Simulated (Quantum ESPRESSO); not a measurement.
# Mg (Im-3m) in Quantum ESPRESSO: equation of state

How stiff is Mg in PBE, and what volume does it want? The cell is scaled to several volumes.

Program: Quantum ESPRESSO 7.5. These are calculated values, not measurements. Logs are shortened: lines on timing, memory, paths and dates and some standing lists are left out, and cuts for length are marked.

### 1 The crystal as given

The structure is cubic, space group Im-3m (No. 229). The conventional cell has a = 3.546 Å, b = 3.546 Å, c = 3.546 Å, α = 90.00°, β = 90.00°, γ = 90.00°. Mg (site symmetry m-3m) has 8 Mg at 3.07 Å as nearest neighbours.

This isn't the form of Mg at room conditions, which is hcp.

### 2 Single point, PBE, 20.95 Å³/atom

pw.in reads:

```
&CONTROL
  calculation = 'scf'
  prefix = 'pwscf'
  outdir = './tmp'
  pseudo_dir = './pseudo'
  tprnfor = .true.
  tstress = .true.
  disk_io = 'nowf'
/
&SYSTEM
  ibrav = 0
  nat = 1
  ntyp = 1
  ecutwfc = 55
  ecutrho = 440
  nbnd = 6
  occupations = 'smearing'
  smearing = 'fd'
  degauss = 0.00367493
/
&ELECTRONS
  conv_thr = 2d-10
  electron_maxstep = 120
  mixing_beta = 0.5
/
ATOMIC_SPECIES
Mg    24.3050 Mg.pbe-n-kjpaw_psl.0.3.0.UPF
CELL_PARAMETERS angstrom
  -1.7365754750    1.7365754750    1.7365754750
   1.7365754750   -1.7365754750    1.7365754750
   1.7365754750    1.7365754750   -1.7365754750
ATOMIC_POSITIONS crystal
Mg     0.0000000000    0.0000000000    0.0000000000
K_POINTS automatic
11 11 11 0 0 0
```

Potentials or basis: SSSP 1.3 efficiency PBE.

The run is started by

```
$ OMP_NUM_THREADS=1 pw.x -in pw.in > pw.out
```

pw.out:

```text
This program is part of the open-source Quantum ESPRESSO suite
     for quantum simulation of materials; please cite
         "P. Giannozzi et al., J. Phys.:Condens. Matter 21 395502 (2009);
         "P. Giannozzi et al., J. Phys.:Condens. Matter 29 465901 (2017);
         "P. Giannozzi et al., J. Chem. Phys. 152 154105 (2020);
     in publications or presentations arising from this work. More details at

     file Mg.pbe-n-kjpaw_psl.0.3.0.UPF: wavefunction(s)  3S renormalized
     Message from routine setup:
     using ibrav=0 with symmetry is DISCOURAGED, use correct ibrav instead

     G-vector sticks info
     --------------------
     sticks:   dense  smooth     PW     G-vecs:    dense   smooth      PW
     Sum        1051     535    173                21913     7803    1433

     Using Slab Decomposition

     bravais-lattice index     =            0
     lattice parameter (alat)  =       5.6840  a.u.
     unit-cell volume          =     141.3636 (a.u.)^3
     number of atoms/cell      =            1
     number of atomic types    =            1
     number of electrons       =         2.00
     number of Kohn-Sham states=            6
     kinetic-energy cutoff     =      55.0000  Ry
     charge density cutoff     =     440.0000  Ry
     scf convergence threshold =      2.0E-10
     mixing beta               =       0.5000
     number of iterations used =            8  plain     mixing
     Exchange-correlation= SLA  PW   PBX  PBC
                           (   1   4   3   4   0   0   0)

     celldm(1)=   5.683988  celldm(2)=   0.000000  celldm(3)=   0.000000
     celldm(4)=   0.000000  celldm(5)=   0.000000  celldm(6)=   0.000000

     crystal axes: (cart. coord. in units of alat)
               a(1) = (  -0.577350   0.577350   0.577350 )
               a(2) = (   0.577350  -0.577350   0.577350 )
               a(3) = (   0.577350   0.577350  -0.577350 )

     reciprocal axes: (cart. coord. in units 2 pi/alat)
               b(1) = ( -0.000000  0.866025  0.866025 )
               b(2) = (  0.866025 -0.000000  0.866025 )
               b(3) = (  0.866025  0.866025  0.000000 )

     PseudoPot. # 1 for Mg read from file:
     Mg.pbe-n-kjpaw_psl.0.3.0.UPF
     Pseudo is Projector augmented-wave + core cor, Zval =  2.0
     Generated using "atomic" code by A. Dal Corso  v.5.0.99 svn rev. 10869
     Shape of augmentation charge: PSQ
     Using radial grid of 1129 points,  4 beta functions with:
                l(1) =   0
                l(2) =   0
                l(3) =   1
                l(4) =   1
     Q(r) pseudized with 0 coefficients

     atomic species   valence    mass     pseudopotential
     Mg                2.00    24.30500     Mg( 1.00)

     48 Sym. Ops., with inversion, found

   Cartesian axes

     site n.     atom                  positions (alat units)
         1        Mg     tau(   1) = (   0.0000000   0.0000000   0.0000000  )

     number of k points=    56  Fermi-Dirac smearing, width (Ry)=  0.0037
                       cart. coord. in units 2pi/alat
        k(    1) = (   0.0000000   0.0000000   0.0000000), wk =   0.0015026
        k(    2) = (   0.0787296   0.0787296   0.0000000), wk =   0.0180316
        k(    3) = (   0.1574592   0.1574592   0.0000000), wk =   0.0180316
        k(    4) = (   0.2361887   0.2361887   0.0000000), wk =   0.0180316
        k(    5) = (   0.3149183   0.3149183   0.0000000), wk =   0.0180316
        k(    6) = (   0.3936479   0.3936479   0.0000000), wk =   0.0180316
[... 48 lines left out ...]
        k(   55) = (  -0.7872958  -0.0787296  -0.0787296), wk =   0.0120210
        k(   56) = (  -0.0000000  -0.0000000   0.7872958), wk =   0.0090158

     Dense  grid:    21913 G-vectors     FFT dimensions: (  40,  40,  40)

     Smooth grid:     7803 G-vectors     FFT dimensions: (  27,  27,  27)

     Initial potential from superposition of free atoms

     starting charge       1.9991, renormalised to       2.0000
     Starting wfcs are    4 randomized atomic wfcs +    2 random wfcs

     Self-consistent Calculation

     iteration #  1     ecut=    55.00 Ry     beta= 0.50
     Davidson diagonalization with overlap
     ethr =  1.00E-02,  avg # of iterations =  6.3

     Threshold (ethr) on eigenvalues was too large:
     Diagonalizing with lowered threshold

     Davidson diagonalization with overlap
     ethr =  1.73E-04,  avg # of iterations =  2.0

     total energy              =     -33.61381361 Ry
     estimated scf accuracy    <       0.00343895 Ry

     iteration #  2     ecut=    55.00 Ry     beta= 0.50
     Davidson diagonalization with overlap
     ethr =  1.72E-04,  avg # of iterations =  1.0

     total energy              =     -33.61382116 Ry
     estimated scf accuracy    <       0.00086595 Ry

     iteration #  3     ecut=    55.00 Ry     beta= 0.50
     Davidson diagonalization with overlap
     ethr =  4.33E-05,  avg # of iterations =  1.9

     total energy              =     -33.61385637 Ry
     estimated scf accuracy    <       0.00000004 Ry
[... 26 lines left out ...]
     total energy              =     -33.61395755 Ry
     estimated scf accuracy    <       0.00000002 Ry

     iteration #  8     ecut=    55.00 Ry     beta= 0.50
     Davidson diagonalization with overlap
     ethr =  1.10E-09,  avg # of iterations =  1.0

     total energy              =     -33.61395748 Ry
     estimated scf accuracy    <       0.00000001 Ry

     iteration #  9     ecut=    55.00 Ry     beta= 0.50
     Davidson diagonalization with overlap
     ethr =  7.44E-10,  avg # of iterations =  1.7

     End of self-consistent calculation

          k = 0.0000 0.0000 0.0000 (   959 PWs)   bands (ev):

    -3.1503  17.8620  17.8620  17.8620  19.9754  20.5002

          k = 0.0787 0.0787 0.0000 (   959 PWs)   bands (ev):

    -2.9427  15.7845  16.9336  17.1291  18.5779  18.9543

          k = 0.1575 0.1575 0.0000 (   973 PWs)   bands (ev):

    -2.3229  12.4967  15.5412  16.0489  17.1718  18.2580

          k = 0.2362 0.2362 0.0000 (   985 PWs)   bands (ev):

    -1.3005   9.3889  14.3988  15.1759  16.1096  17.4883

          k = 0.3149 0.3149 0.0000 (   977 PWs)   bands (ev):
[... 195 lines left out ...]
          k =-0.0000-0.0787 0.7086 (   979 PWs)   bands (ev):

     4.9113   7.0407   8.7811   9.7174  11.7216  14.7164

          k =-0.7873-0.0787-0.0787 (   976 PWs)   bands (ev):

     6.4914   6.4914   7.6921  10.6699  10.6699  13.8028

          k =-0.0000-0.0000 0.7873 (   980 PWs)   bands (ev):

     6.5497   8.3397   8.4339   8.4339   9.8447  13.1387

     the Fermi energy is     4.2392 ev

!    total energy              =     -33.61395748 Ry
     total all-electron energy =      -400.668166 Ry
     estimated scf accuracy    <          5.4E-11 Ry
     smearing contrib. (-TS)   =      -0.00017992 Ry
     internal energy E=F+TS    =     -33.61377756 Ry

     The total energy is F=E-TS. E is the sum of the following terms:
     one-electron contribution =       1.52733829 Ry
     hartree contribution      =       0.00409433 Ry
     xc contribution           =      -1.62191165 Ry
     ewald contribution        =      -2.21792768 Ry
     one-center paw contrib.   =     -31.30537085 Ry

     convergence has been achieved in   9 iterations

     Forces acting on atoms (cartesian axes, Ry/au):

     atom    1 type  1   force =     0.00000000    0.00000000    0.00000000

     Total force =     0.000000     Total SCF correction =     0.000000

     Computing stress (Cartesian axis) and pressure

          total   stress  (Ry/bohr**3)                   (kbar)     P=       35.97
   0.00024449   0.00000000   0.00000000           35.97        0.00        0.00
   0.00000000   0.00024449   0.00000000            0.00       35.97        0.00
   0.00000000   0.00000000   0.00024449            0.00        0.00       35.97

=------------------------------------------------------------------------------=
   JOB DONE.
=------------------------------------------------------------------------------=
```

It took 5.6 s on 1 thread of Arm Neoverse V2, shared host; peak memory 0.05 GiB.

What came out:

- Free energy: -457.3412 eV
- Pressure: 3.6 GPa
- Band gap on the k mesh: none (metal or under the smearing width)

### 3 Single point, PBE, 21.39 Å³/atom

pw.in, as its differences from that of step 2:

```diff
@@ -28,5 +28,5 @@
 CELL_PARAMETERS angstrom
-  -1.7365754750    1.7365754750    1.7365754750
-   1.7365754750   -1.7365754750    1.7365754750
-   1.7365754750    1.7365754750   -1.7365754750
+  -1.7488052827    1.7488052827    1.7488052827
+   1.7488052827   -1.7488052827    1.7488052827
+   1.7488052827    1.7488052827   -1.7488052827
 ATOMIC_POSITIONS crystal
```

Potentials or basis: SSSP 1.3 efficiency PBE.

The run is started by

```
$ OMP_NUM_THREADS=1 pw.x -in pw.in > pw.out
```

Run time: 6.1 s. Hardware: 1 thread of Arm Neoverse V2, shared host; peak memory 0.05 GiB.

Results (log left out):

```
Free energy            : -457.3498 eV
Pressure               : 2.6 GPa
Band gap on the k mesh : none (metal or under the smearing width)
```

### 4 Single point, PBE, 21.84 Å³/atom

pw.in, as its differences from that of step 3:

```diff
@@ -28,5 +28,5 @@
 CELL_PARAMETERS angstrom
-  -1.7488052827    1.7488052827    1.7488052827
-   1.7488052827   -1.7488052827    1.7488052827
-   1.7488052827    1.7488052827   -1.7488052827
+  -1.7608663899    1.7608663899    1.7608663899
+   1.7608663899   -1.7608663899    1.7608663899
+   1.7608663899    1.7608663899   -1.7608663899
 ATOMIC_POSITIONS crystal
```

The run is started by

```
$ OMP_NUM_THREADS=1 pw.x -in pw.in > pw.out
```

It took 6.5 s on 1 thread of Arm Neoverse V2, shared host; peak memory 0.05 GiB.

Results (log left out):

* Free energy: -457.3556 eV
* Pressure: 1.7 GPa
* Band gap on the k mesh: none (metal or under the smearing width)

### 5 Single point, PBE, 22.29 Å³/atom

pw.in, as its differences from that of step 4:

```diff
@@ -28,5 +28,5 @@
 CELL_PARAMETERS angstrom
-  -1.7608663899    1.7608663899    1.7608663899
-   1.7608663899   -1.7608663899    1.7608663899
-   1.7608663899    1.7608663899   -1.7608663899
+  -1.7727644967    1.7727644967    1.7727644967
+   1.7727644967   -1.7727644967    1.7727644967
+   1.7727644967    1.7727644967   -1.7727644967
 ATOMIC_POSITIONS crystal
```

Potentials or basis: SSSP 1.3 efficiency PBE.

The run is started by

```
$ OMP_NUM_THREADS=1 pw.x -in pw.in > pw.out
```

pw.out:

```text
This program is part of the open-source Quantum ESPRESSO suite
     for quantum simulation of materials; please cite
         "P. Giannozzi et al., J. Phys.:Condens. Matter 21 395502 (2009);
         "P. Giannozzi et al., J. Phys.:Condens. Matter 29 465901 (2017);
         "P. Giannozzi et al., J. Chem. Phys. 152 154105 (2020);
     in publications or presentations arising from this work. More details at

     file Mg.pbe-n-kjpaw_psl.0.3.0.UPF: wavefunction(s)  3S renormalized
     Message from routine setup:
     using ibrav=0 with symmetry is DISCOURAGED, use correct ibrav instead

     G-vector sticks info
     --------------------
     sticks:   dense  smooth     PW     G-vecs:    dense   smooth      PW
     Sum        1113     557    173                23455     8391    1505

     Using Slab Decomposition

     bravais-lattice index     =            0
     lattice parameter (alat)  =       5.8024  a.u.
     unit-cell volume          =     150.3868 (a.u.)^3
     number of atoms/cell      =            1
     number of atomic types    =            1
     number of electrons       =         2.00
     number of Kohn-Sham states=            6
     kinetic-energy cutoff     =      55.0000  Ry
     charge density cutoff     =     440.0000  Ry
     scf convergence threshold =      2.0E-10
     mixing beta               =       0.5000
     number of iterations used =            8  plain     mixing
     Exchange-correlation= SLA  PW   PBX  PBC
                           (   1   4   3   4   0   0   0)

     celldm(1)=   5.802438  celldm(2)=   0.000000  celldm(3)=   0.000000
     celldm(4)=   0.000000  celldm(5)=   0.000000  celldm(6)=   0.000000

     crystal axes: (cart. coord. in units of alat)
               a(1) = (  -0.577350   0.577350   0.577350 )
[... 124 lines left out ...]
     total energy              =     -33.61517531 Ry
     estimated scf accuracy    <       0.00000006 Ry

     iteration #  4     ecut=    55.00 Ry     beta= 0.50
     Davidson diagonalization with overlap
     c_bands:  1 eigenvalues not converged
     c_bands:  1 eigenvalues not converged
     ethr =  2.93E-09,  avg # of iterations = 10.1

     total energy              =     -33.61526996 Ry
     estimated scf accuracy    <       0.00000042 Ry

     iteration #  5     ecut=    55.00 Ry     beta= 0.50
     Davidson diagonalization with overlap
     ethr =  2.93E-09,  avg # of iterations =  1.2
[... 32 lines left out ...]
     iteration # 10     ecut=    55.00 Ry     beta= 0.50
     Davidson diagonalization with overlap
     ethr =  4.65E-11,  avg # of iterations =  4.2

     End of self-consistent calculation

          k = 0.0000 0.0000 0.0000 (  1055 PWs)   bands (ev):

    -3.2770  17.0311  17.0311  19.2350  19.2350  19.2350

          k = 0.0787 0.0787 0.0000 (  1015 PWs)   bands (ev):
[... 215 lines left out ...]
          k =-0.0000-0.0000 0.7873 (  1048 PWs)   bands (ev):

     6.0894   7.8333   7.8333   7.9195   9.2628  12.0631

     the Fermi energy is     3.8120 ev

!    total energy              =     -33.61526820 Ry
     total all-electron energy =      -400.669477 Ry
     estimated scf accuracy    <          7.6E-11 Ry
     smearing contrib. (-TS)   =      -0.00018372 Ry
     internal energy E=F+TS    =     -33.61508448 Ry

     The total energy is F=E-TS. E is the sum of the following terms:
     one-electron contribution =       1.45552646 Ry
     hartree contribution      =       0.00332490 Ry
     xc contribution           =      -1.60195014 Ry
     ewald contribution        =      -2.17265114 Ry
     one-center paw contrib.   =     -31.29933456 Ry

     convergence has been achieved in  10 iterations

     Forces acting on atoms (cartesian axes, Ry/au):

     atom    1 type  1   force =     0.00000000    0.00000000    0.00000000

     Total force =     0.000000     Total SCF correction =     0.000000

     Computing stress (Cartesian axis) and pressure

          total   stress  (Ry/bohr**3)                   (kbar)     P=        8.15
   0.00005542  -0.00000000  -0.00000000            8.15       -0.00       -0.00
  -0.00000000   0.00005542  -0.00000000           -0.00        8.15       -0.00
  -0.00000000  -0.00000000   0.00005542           -0.00       -0.00        8.15

=------------------------------------------------------------------------------=
   JOB DONE.
=------------------------------------------------------------------------------=
```

Run time: 6.1 s. Hardware: 1 thread of Arm Neoverse V2, shared host; peak memory 0.05 GiB.

Results:

```
Free energy            : -457.3590 eV
Pressure               : 0.8 GPa
Band gap on the k mesh : none (metal or under the smearing width)
```

### 6 Single point, PBE, 22.73 Å³/atom

pw.in, as its differences from that of step 5:

```diff
@@ -28,5 +28,5 @@
 CELL_PARAMETERS angstrom
-  -1.7727644967    1.7727644967    1.7727644967
-   1.7727644967   -1.7727644967    1.7727644967
-   1.7727644967    1.7727644967   -1.7727644967
+  -1.7845050011    1.7845050011    1.7845050011
+   1.7845050011   -1.7845050011    1.7845050011
+   1.7845050011    1.7845050011   -1.7845050011
 ATOMIC_POSITIONS crystal
```

Potentials or basis: SSSP 1.3 efficiency PBE.

The run is started by

```
$ OMP_NUM_THREADS=1 pw.x -in pw.in > pw.out
```

Wall time 5.7 s (1 thread of Arm Neoverse V2, shared host); peak memory 0.05 GiB.

The run converged. Its results:

```
Free energy            : -457.3602 eV
Pressure               : 0.1 GPa
Band gap on the k mesh : none (metal or under the smearing width)
```

### 7 Single point, PBE, 23.18 Å³/atom

pw.in, as its differences from that of step 6:

```diff
@@ -28,5 +28,5 @@
 CELL_PARAMETERS angstrom
-  -1.7845050011    1.7845050011    1.7845050011
-   1.7845050011   -1.7845050011    1.7845050011
-   1.7845050011    1.7845050011   -1.7845050011
+  -1.7960930206    1.7960930206    1.7960930206
+   1.7960930206   -1.7960930206    1.7960930206
+   1.7960930206    1.7960930206   -1.7960930206
 ATOMIC_POSITIONS crystal
```

The run is started by

```
$ OMP_NUM_THREADS=1 pw.x -in pw.in > pw.out
```

Wall time 7.3 s (1 thread of Arm Neoverse V2, shared host); peak memory 0.05 GiB.

Results (log left out):

| Quantity | Value |
| --- | --- |
| Free energy | -457.3594 eV |
| Pressure | -0.6 GPa |
| Band gap on the k mesh | none (metal or under the smearing width) |

### 8 Single point, PBE, 23.62 Å³/atom

pw.in, as its differences from that of step 7:

```diff
@@ -28,5 +28,5 @@
 CELL_PARAMETERS angstrom
-  -1.7960930206    1.7960930206    1.7960930206
-   1.7960930206   -1.7960930206    1.7960930206
-   1.7960930206    1.7960930206   -1.7960930206
+  -1.8075334120    1.8075334120    1.8075334120
+   1.8075334120   -1.8075334120    1.8075334120
+   1.8075334120    1.8075334120   -1.8075334120
 ATOMIC_POSITIONS crystal
```

The run is started by

```
$ OMP_NUM_THREADS=1 pw.x -in pw.in > pw.out
```

Run time: 6.7 s. Hardware: 1 thread of Arm Neoverse V2, shared host; peak memory 0.05 GiB.

It converged, with:

* Free energy: -457.3568 eV
* Pressure: -1.2 GPa
* Band gap on the k mesh: none (metal or under the smearing width)

### 9 Equation of state, PBE

Potentials or basis: SSSP 1.3 efficiency PBE.

No new run: the results of the series are fitted here.

What came out:

```yaml
Equilibrium_volume: 22.77 Å³/atom
Bulk_modulus: 37 GPa
Pressure_derivative_of_the_bulk_modulus: 4.0
```

Energy against volume, from the lowest point:
```tsv
volume (Å³/atom)	energy (meV/atom)
20.948	19.03
21.394	10.47
21.839	4.61
22.285	1.20
22.731	0.00
23.176	0.81
23.622	3.44
```
